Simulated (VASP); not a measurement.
# Al (Fm-3m) in VASP: further runs

Runs on Al. Level: PBE. Tasks: density of states, optical spectrum.

All numbers are computed with VASP 6.6.1; they aren't measurements. Logs are shortened: lines on timing, memory, paths and dates and some standing lists are left out, and cuts for length are marked.

## Step 1: Starting point

The structure is cubic, space group Fm-3m (No. 225). Conventional cell: a = 4.041 Å, b = 4.041 Å, c = 4.041 Å, α = 90.00°, β = 90.00°, γ = 90.00°. Al (site symmetry m-3m) is surrounded by 12 Al at 2.86 Å.

## Step 2: Density of states, PBE

Input file POSCAR:

```
Al                                      
1.0
    0.0000000000      2.0203278149      2.0203278149
    2.0203278149      0.0000000000      2.0203278149
    2.0203278149      2.0203278149      0.0000000000
  Al            
     1
Direct
     0.0000000000000000    0.0000000000000000    0.0000000000000000
```

Input file INCAR.step1:

```
SYSTEM = Al
PREC = Accurate
ENCUT = 520
EDIFF = 1E-7
ISMEAR = 0
SIGMA = 0.1
LREAL = .FALSE.
LASPH = .TRUE.
NELM = 80
ALGO = Fast
ISIF = 2
LWAVE = .FALSE.
LCHARG = .TRUE.
GGA = PE
NBANDS = 8
```

Input file KPOINTS.step1:

```
regular mesh
0
G
  18 18 18
  0 0 0
```

Input file INCAR.step2:

```
SYSTEM = Al
PREC = Accurate
ENCUT = 520
EDIFF = 1E-7
ISMEAR = -5
SIGMA = 0.1
LREAL = .FALSE.
LASPH = .TRUE.
NELM = 80
ALGO = Fast
ISIF = 2
LWAVE = .FALSE.
LCHARG = .FALSE.
GGA = PE
LORBIT = 11
NBANDS = 8
NEDOS = 1001
ICHARG = 11
```

Input file KPOINTS.step2:

```
regular mesh
0
G
  27 27 27
  0 0 0
```

Potentials or basis: VASP PAW PBE potentials, release 64 (Al).

Run with:

```bash
cat potpaw_PBE.64/Al/POTCAR > POTCAR
cp INCAR.step1 INCAR
cp KPOINTS.step1 KPOINTS
mpirun -np 1 vasp_std > vasp.out
cp INCAR.step2 INCAR
cp KPOINTS.step2 KPOINTS
mpirun -np 1 vasp_std > vasp.out
```

OUTCAR:

```text
SYSTEM = Al
   PREC = Accurate
   ENCUT = 520
   EDIFF = 1E-7
   ISMEAR = -5
   LREAL = .FALSE.
   LASPH = .TRUE.
   NELM = 80
   ISIF = 2
   GGA = PE
   LORBIT = 11
   ICHARG = 11

 ion  position               nearest neighbor table
   1  0.000  0.000  0.000-

  LATTYP: Found a face centered cubic cell.
 ALAT       =     4.0406556298

  Lattice vectors:

 A1 = (   0.0000000000,   2.0203278149,   2.0203278149)
 A2 = (   2.0203278149,   0.0000000000,   2.0203278149)
 A3 = (   2.0203278149,   2.0203278149,   0.0000000000)

Analysis of symmetry for initial positions (statically):
=====================================================================
 Subroutine PRICEL returns:
 Original cell was already a primitive cell.

 Routine SETGRP: Setting up the symmetry group for a
 face centered cubic supercell.

 Subroutine GETGRP returns: Found 48 space group operations
 (whereof 48 operations were pure point group operations)
 out of a pool of 48 trial point group operations.

The static configuration has the point symmetry O_h .

Analysis of symmetry for dynamics (positions and initial velocities):
=====================================================================
 Subroutine PRICEL returns:
 Original cell was already a primitive cell.

 Routine SETGRP: Setting up the symmetry group for a
 face centered cubic supercell.

 Subroutine GETGRP returns: Found 48 space group operations
 (whereof 48 operations were pure point group operations)
 out of a pool of 48 trial point group operations.

The dynamic configuration has the point symmetry O_h .

 Subroutine INISYM returns: Found 48 space group operations
 (whereof 48 operations are pure point group operations),
 and found     1 'primitive' translations

----------------------------------------------------------------------------------------

                                     Primitive cell

  volume of cell :      16.4928

  direct lattice vectors                    reciprocal lattice vectors
     0.000000000  2.020327815  2.020327815    -0.247484590  0.247484590  0.247484590
     2.020327815  0.000000000  2.020327815     0.247484590 -0.247484590  0.247484590
     2.020327815  2.020327815  0.000000000     0.247484590  0.247484590 -0.247484590

  length of vectors
     2.857174996  2.857174996  2.857174996     0.428655883  0.428655883  0.428655883

  position of ions in fractional coordinates (direct lattice)
     0.000000000  0.000000000  0.000000000

  ion indices of the primitive-cell ions
   primitive index   ion index
                 1           1

----------------------------------------------------------------------------------------

 KPOINTS: regular mesh

Automatic generation of k-mesh.
 Grid dimensions read from file:
 generate k-points for:   27   27   27

 Generating k-lattice:

  Cartesian coordinates                     Fractional coordinates (reciprocal lattice)
    -0.009166096  0.009166096  0.009166096     0.037037037  0.000000000  0.000000000
     0.009166096 -0.009166096  0.009166096     0.000000000  0.037037037  0.000000000
     0.009166096  0.009166096 -0.009166096     0.000000000  0.000000000  0.037037037

  Length of vectors
     0.015876144  0.015876144  0.015876144

  Shift w.r.t. Gamma in fractional coordinates (k-lattice)
     0.000000000  0.000000000  0.000000000

 TETIRR: Found   2653 inequivalent tetrahedra from   118098

 Subroutine IBZKPT returns following result:
 ===========================================

 Found    560 irreducible k-points:

 Following reciprocal coordinates:
            Coordinates               Weight
  0.000000  0.000000  0.000000      1.000000
  0.037037  0.000000  0.000000      8.000000
  0.074074  0.000000  0.000000      8.000000
  0.111111  0.000000  0.000000      8.000000
  0.148148  0.000000  0.000000      8.000000
  0.185185  0.000000  0.000000      8.000000
[... 16 lines left out ...]
  0.333333  0.037037  0.000000     24.000000
  0.370370  0.037037  0.000000     24.000000
 [... further k-points ...]
   k-points           NKPTS =    560   k-points in BZ     NKDIM =    560   number of bands    NBANDS=      8
   number of dos      NEDOS =   1001   number of ions     NIONS =      1
   total plane-waves  NPLWV =  13824
   dimension x,y,z NGX =    24 NGY =   24 NGZ =   24
   dimension x,y,z NGXF=    48 NGYF=   48 NGZF=   48
   ions per type =               1
   NGX,Y,Z   is equivalent  to a cutoff of  13.96, 13.96, 13.96 a.u.
   NGXF,Y,Z  is equivalent  to a cutoff of  27.93, 27.93, 27.93 a.u.
 SYSTEM =  Al
   PREC   = accura    normal or accurate (medium, high low for compatibility)
   ISTART =      0    job   : 0-new  1-cont  2-samecut
   ICHARG =     11    charge: 1-file 2-atom 10-const
   ISPIN  =      1    spin polarized calculation?
   LNONCOLLINEAR =      F non collinear calculations
   LSORBIT =      F    spin-orbit coupling
   LASPH  =      T    aspherical Exc in radial PAW
   ENCUT  =  520.0 eV  38.22 Ry    6.18 a.u.   5.31  5.31  5.31*2*pi/ulx,y,z
   NELM   =     80;   NELMIN=  2; NELMDL=  0     # of ELM steps
   EDIFF  = 0.1E-06   stopping-criterion for ELM
   LREAL  =      F    real-space projection
   EDIFFG = 0.1E-05   stopping-criterion for IOM
   NSW    =      0    number of steps for IOM
   IBRION =     -1    ionic relax: 0-MD 1-quasi-New 2-CG
   NFREE  =      0    steps in history (QN), initial steepest desc. (CG)
   ISIF   =      2    stress and relaxation
   ISYM   =      2    0-nonsym 1-usesym 2-fastsym
   POTIM  = 0.5000    time-step for ionic-motion
   TEBEG  =    0.0;   TEEND  =   0.0 temperature during run
   PSTRESS=    0.0 pullay stress
   NELECT =       3.0000    total number of electrons
   NUPDOWN=      -1.0000    fix difference up-down
   EMIN   =  10.00;   EMAX   =-10.00  energy-range for DOS
   EFERMI =   0.00;   METHOD = LEGACY
   ISMEAR =    -5;   SIGMA  =   0.10  broadening in eV -4-tet -1-fermi 0-gaus
   EFERMI_NEDOS =   21; number of points for ismear=-14 and -15
   IALGO  =     68    algorithm
   IMIX   =      4    mixing-type and parameters
     AMIX     =   0.40;   BMIX     =  1.00
     AMIX_MAG =   1.60;   BMIX_MAG =  1.00
  volume/ion in A,a.u.               =      16.49       111.30
  Fermi-wavevector in a.u.,A,eV,Ry     =   0.927577  1.752867 11.706446  0.860399
  Thomas-Fermi vector in A             =   2.053662
   LORBIT       =     11    0 simple, 1 ext, 2 COOP (PROOUT), +10 PAW based schemes
   GGA     = PE    functional components
   LHFCALC =     F    Hartree Fock is set to
   AEXX    =    0.0000 exact exchange contribution
   IVDW    =     0    specifies the selected vdW correction
   LEPSILON=     F    determine dielectric tensor
   LRPA    =     F    only Hartree local field effects (RPA)
 non-spin polarized calculation
 RMM-DIIS sequential band-by-band and
 Fermi weights with tetrahedron method with Bloechl corrections
  energy-cutoff  :      520.00
  volume of cell :       16.49
 maximum number of plane-waves:       459
 NGX is ok and might be reduce to    24

 number of electron       3.0000000 magnetization

 Free energy of the ion-electron system (eV)
  ---------------------------------------------------
  ext. energy  EPLUGINS =         0.00000000
  ---------------------------------------------------
  free energy    TOTEN  =        -3.74640299 eV

  energy without entropy =       -3.74640299  energy(sigma->0) =       -3.74640299

 E-fermi :   8.0253     XC(G=0): -10.1981

 val. band max:        8.0103157536   @ k =  -0.4444   0.3333   0.1111
 cond. band min:       7.9544418303   @ k =  -0.2963   0.4815   0.1852
 fundamental gap:     -0.0558739233
 Fermi energy:         8.0252983003

 k-point     1 :       0.0000    0.0000    0.0000
  band No.  band energies     occupation
      1      -3.1327      2.00000
      2      20.6263      0.00000
      3      20.6263      0.00000
      4      20.6263      0.00000
      5      22.1216      0.00000
      6      22.1216      0.00000
      7      22.1216      0.00000
      8      24.4737      0.00000

 k-point     2 :       0.0370    0.0000    0.0000
  band No.  band energies     occupation
      1      -3.0954      2.00000
      2      19.7921      0.00000
      3      20.4685      0.00000
      4      20.4685      0.00000
      5      22.3380      0.00000
      6      22.3380      0.00000
      7      22.5283      0.00000
      8      24.8745      0.00000

 k-point     3 :       0.0741    0.0000    0.0000
  band No.  band energies     occupation
      1      -2.9835      2.00000
      2      18.3820      0.00000
      3      20.1446      0.00000
      4      20.1446      0.00000
      5      22.7705      0.00000
      6      22.8333      0.00000
      7      22.8333      0.00000
      8      25.9655      0.00000

 k-point     4 :       0.1111    0.0000    0.0000
  band No.  band energies     occupation
      1      -2.7973      2.00000
      2      16.8858      0.00000
      3      19.8032      0.00000
      4      19.8032      0.00000
      5      22.7588      0.00000
      6      23.4374      0.00000
      7      23.4374      0.00000
      8      25.9264      0.00000

 k-point     5 :       0.1481    0.0000    0.0000
  band No.  band energies     occupation
      1      -2.5369      2.00000
      2      15.3881      0.00000
      3      19.4943      0.00000
      4      19.4943      0.00000
      5      22.6573      0.00000
      6      23.9755      0.00000
      7      23.9755      0.00000
      8      25.3411      0.00000
[... 177 lines left out ...]
 k-point    22 :       0.2963    0.0370    0.0000
  band No.  band energies     occupation
      1      -0.9235      2.00000
      2      10.2398      0.00000
      3      18.0841      0.00000
      4      19.1890      0.00000
      5      21.1731      0.00000
      6      22.7712      0.00000
      7      22.9495      0.00000
      8      26.2723      0.00000

 k-point    23 :       0.3333    0.0370    0.0000
  band No.  band energies     occupation
      1      -0.3246      2.00000
      2       8.9480     -0.07055
      3      18.0379      0.00000
      4      19.1498      0.00000
      5      20.5556      0.00000
      6      22.3495      0.00000
      7      22.7727      0.00000
      8      25.7925      0.00000

 k-point    24 :       0.3704    0.0370    0.0000
  band No.  band energies     occupation
      1       0.3446      2.00000
      2       7.7139      1.63106
      3      18.0542      0.00000
      4      19.1719      0.00000
      5      19.9942      0.00000
      6      21.8010      0.00000
      7      22.8320      0.00000
      8      25.2351      0.00000

 [... further k-points ...]

------------------------ aborting loop because EDIFF is reached ----------------------------------------

  FORCE on cell =-STRESS in cart. coord.  units (eV):
  Direction    XX          YY          ZZ          XY          YZ          ZX
  --------------------------------------------------------------------------------------
  -------------------------------------------------------------------------------------
  Total       -0.0207560     -0.0207560     -0.0207560      0.0000000      0.0000000     -0.0000000
  in kB       -2.0163117     -2.0163117     -2.0163117      0.0000000      0.0000000     -0.0000000
  external PRESSURE =      -2.0163117 kB  Pullay stress =       0.0000000 kB

 VOLUME and BASIS-vectors are now :
 -----------------------------------------------------------------------------
  energy-cutoff  :      520.00
  volume of cell :       16.49
      direct lattice vectors                 reciprocal lattice vectors
     0.000000000  2.020327815  2.020327815    -0.247484590  0.247484590  0.247484590
     2.020327815  0.000000000  2.020327815     0.247484590 -0.247484590  0.247484590
     2.020327815  2.020327815  0.000000000     0.247484590  0.247484590 -0.247484590

 POSITION                                       TOTAL-FORCE (eV/Angst)
 -----------------------------------------------------------------------------------
      0.00000      0.00000      0.00000        -0.000000     -0.000000     -0.000000
 -----------------------------------------------------------------------------------
    total drift:                                0.000000     -0.000000     -0.000000

  FREE ENERGIE OF THE ION-ELECTRON SYSTEM (eV)
  ---------------------------------------------------
  free  energy   TOTEN  =        -3.7464029878 eV

  energy  without entropy=       -3.7464029878  energy(sigma->0) =       -3.74640299

 total charge

# of ion       s       p       d       tot
------------------------------------------
    1        0.427   0.340   0.000   0.767
```

Wall time 28 s (1 thread of Intel Xeon Platinum 8488C (Sapphire Rapids), shared host); peak memory 0.18 GiB.

Results:

```
Valence electrons inside the program's atomic spheres : Al 0.77
```

States per cell in windows of 1 eV (zero at the Fermi level; states under -8 eV left out):
| from (eV) | total | Al1_p | Al1_s | Al1_d |
| --- | --- | --- | --- | --- |
| -8.0 | 0.23 | 0.02 | 0.05 | 0.00 |
| -7.0 | 0.26 | 0.02 | 0.05 | 0.00 |
| -6.0 | 0.29 | 0.03 | 0.05 | 0.00 |
| -5.0 | 0.32 | 0.04 | 0.04 | 0.00 |
| -4.0 | 0.35 | 0.05 | 0.04 | 0.00 |
| -3.0 | 0.38 | 0.06 | 0.04 | 0.00 |
| -2.0 | 0.36 | 0.05 | 0.03 | 0.00 |
| -1.0 | 0.39 | 0.06 | 0.04 | 0.00 |
| 0.0 | 0.42 | 0.06 | 0.04 | 0.00 |
| 1.0 | 0.43 | 0.06 | 0.04 | 0.00 |
| 2.0 | 0.46 | 0.07 | 0.05 | 0.00 |
| 3.0 | 0.46 | 0.07 | 0.04 | 0.00 |
| 4.0 | 0.51 | 0.09 | 0.04 | 0.00 |
| 5.0 | 0.58 | 0.12 | 0.04 | 0.00 |
| 6.0 | 0.55 | 0.12 | 0.03 | 0.00 |
| 7.0 | 0.53 | 0.11 | 0.02 | 0.00 |

Caveat: tetrahedron occupations give inexact forces and stress in metals.

## Step 3: Optical spectrum, PBE

Input file INCAR:

```
SYSTEM = Al
PREC = Accurate
ENCUT = 520
EDIFF = 1E-7
ISMEAR = 0
SIGMA = 0.1
LREAL = .False.
LASPH = .True.
NELM = 80
ALGO = Fast
ISIF = 2
LWAVE = .False.
LCHARG = .False.
GGA = PE
LOPTICS = .True.
NBANDS = 34
NEDOS = 2000
CSHIFT = 0.1
```

Input file KPOINTS:

```
regular mesh
0
Gamma
  26 26 26
  0 0 0
```

POSCAR is that of step 2.

Potentials or basis: VASP PAW PBE potentials, release 64 (Al).

Run with:

```bash
cat potpaw_PBE.64/Al/POTCAR > POTCAR
mpirun -np 1 vasp_std > vasp.out
```

OUTCAR:

```text
SYSTEM = Al
   PREC = Accurate
   ENCUT = 520
   EDIFF = 1E-7
   ISMEAR = 0
   LREAL = .False.
   LASPH = .True.
   NELM = 80
   ISIF = 2
   GGA = PE

 ion  position               nearest neighbor table
   1  0.000  0.000  0.000-

  LATTYP: Found a face centered cubic cell.
[... 724 lines left out ...]
     2.17740   -20.52954   -20.52954   -20.52954     0.00000     0.00000    -0.00000
     3.26610    -8.71449    -8.71449    -8.71449     0.00000     0.00000     0.00000
     4.35480    -4.22300    -4.22300    -4.22300     0.00000     0.00000     0.00000
     5.44349    -1.49131    -1.49131    -1.49131     0.00000     0.00000     0.00000
[... 92 lines left out ...]
   106.69250     0.99261     0.99261     0.99261     0.00000     0.00000     0.00000
   107.78120     0.99276     0.99276     0.99276     0.00000     0.00000     0.00000

  frequency dependent IMAGINARY DIELECTRIC FUNCTION (independent particle, no local field effects) current-current
     E(ev)      X         Y         Z        XY        YZ        ZX
  --------------------------------------------------------------------------------------------------------------
     0.00000   158.54876   158.54876   158.54876     0.00000    -0.00000     0.00000
     1.08870    22.79529    22.79529    22.79529     0.00000     0.00000    -0.00000
     2.17740    13.49870    13.49870    13.49870    -0.00000    -0.00000     0.00000
     3.26610     3.28988     3.28988     3.28988     0.00000    -0.00000     0.00000
     4.35480     2.15785     2.15785     2.15785     0.00000    -0.00000     0.00000
     5.44349     1.45828     1.45828     1.45828    -0.00000    -0.00000     0.00000
[... 92 lines left out ...]
   106.69250     0.00000     0.00000     0.00000    -0.00000     0.00000     0.00000
   107.78120     0.00000     0.00000     0.00000    -0.00000     0.00000     0.00000

  frequency dependent      REAL DIELECTRIC FUNCTION (independent particle, no local field effects) current-current
     E(ev)        X           Y           Z          XY          YZ          ZX
  --------------------------------------------------------------------------------------------------------------
     0.00000    39.69662    39.69662    39.69662     0.00000    -0.00000     0.00000
     1.08870    16.66172    16.66172    16.66172    -0.00000     0.00000    -0.00000
     2.17740   -21.74478   -21.74478   -21.74478     0.00000     0.00000    -0.00000
     3.26610    -8.89373    -8.89373    -8.89373    -0.00000     0.00000    -0.00000
     4.35480    -4.32397    -4.32397    -4.32397    -0.00000     0.00000    -0.00000
     5.44349    -1.55161    -1.55161    -1.55161    -0.00000     0.00000    -0.00000
[... 92 lines left out ...]
   106.69250     0.99263     0.99263     0.99263    -0.00000     0.00000    -0.00000
   107.78120     0.99278     0.99278     0.99278    -0.00000     0.00000    -0.00000
```

OSZICAR:

```text
N       E                     dE             d eps       ncg     rms          rms(c)
DAV:   1     0.348273873120E+01    0.34827E+01   -0.70159E+02 34820   0.476E+01
DAV:   2    -0.366722782489E+01   -0.71500E+01   -0.68244E+01 45586   0.197E+01
DAV:   3    -0.377058313786E+01   -0.10336E+00   -0.10262E+00 40992   0.181E+00
DAV:   4    -0.377063240239E+01   -0.49265E-04   -0.49260E-04 40772   0.350E-02
DAV:   5    -0.377063240534E+01   -0.29468E-08   -0.35285E-08 41102   0.373E-04    0.130E+00
RMM:   6    -0.375763972260E+01    0.12993E-01   -0.22423E-04 35249   0.335E-02    0.751E-01
RMM:   7    -0.374815500479E+01    0.94847E-02   -0.54398E-04 36458   0.522E-02    0.151E-01
RMM:   8    -0.374814671165E+01    0.82931E-05   -0.46456E-06 38547   0.586E-03    0.102E-02
RMM:   9    -0.374814545485E+01    0.12568E-05   -0.13370E-07 40334   0.754E-04    0.232E-03
RMM:  10    -0.374814567922E+01   -0.22437E-06   -0.28375E-09 39049   0.135E-04    0.262E-04
RMM:  11    -0.374814567449E+01    0.47346E-08   -0.33291E-11 34076   0.198E-05
   1 F= -.37481457E+01 E0= -.37471728E+01  d E =-.194572E-02
 imaginary and real dielectric function
```

stdout:

```text
POSCAR found type information on POSCAR Al
 POSCAR found :  1 types and       1 ions
 scaLAPACK will be used
 LDA part: xc-table for (Slater+PW92), standard interpolation
 POSCAR, INCAR and KPOINTS ok, starting setup
 FFT: planning ... GRIDC
 FFT: planning ... GRID_SOFT
 FFT: planning ... GRID
 WAVECAR not read
 entering main loop
 optical routines
 imaginary and real dielectric function
 recalculating local potential from charge density
 direction            1
 direction            2
 direction            3
```

It took 1.9 min on 1 thread of Intel Xeon Platinum 8488C (Sapphire Rapids), shared host; peak memory 0.33 GiB.

Results:

```
Free energy            : -3.7481 eV
Pressure               : 0.0 GPa
Band gap on the k mesh : none (metal or under the smearing width)
```

Levels at points of the mesh, in eV from the Fermi level:
| k point | band 1 | band 2 | band 3 | band 4 | band 5 |
| --- | --- | --- | --- | --- | --- |
| (0.00, 0.00, 0.00) | -11.15 | 12.61 | 12.61 | 12.61 | 14.10 |
| (0.50, 0.00, 0.00) | -4.61 | -4.39 | 11.40 | 11.40 | 11.45 |
| (0.50, 0.50, 0.00) | -2.94 | -1.61 | 5.25 | 5.58 | 5.58 |

Dielectric function (mean over the directions given):
```
energy (eV)  real part  imaginary part
       0.27      48.30            8.60
       1.31      25.83           28.28
       2.34     -15.14            8.32
       3.38      -7.36            2.53
       4.41      -4.18            1.89
       5.44      -1.49            1.55
       6.48      -0.58            0.42
       7.51      -0.33            0.13
       8.55      -0.08            0.10
       9.58       0.12            0.11
      10.61       0.33            0.12
      11.65       0.46            0.06
      12.68       0.54            0.04
      13.72       0.60            0.02
      14.75       0.65            0.03
      15.79       0.70            0.05
      16.82       0.74            0.03
      17.85       0.78            0.02
      18.89       0.79            0.02
      19.98       0.81            0.02
```

Caveat: independent-particle spectra lack excitons; the intraband (Drude) part of a metal's response may be missing.
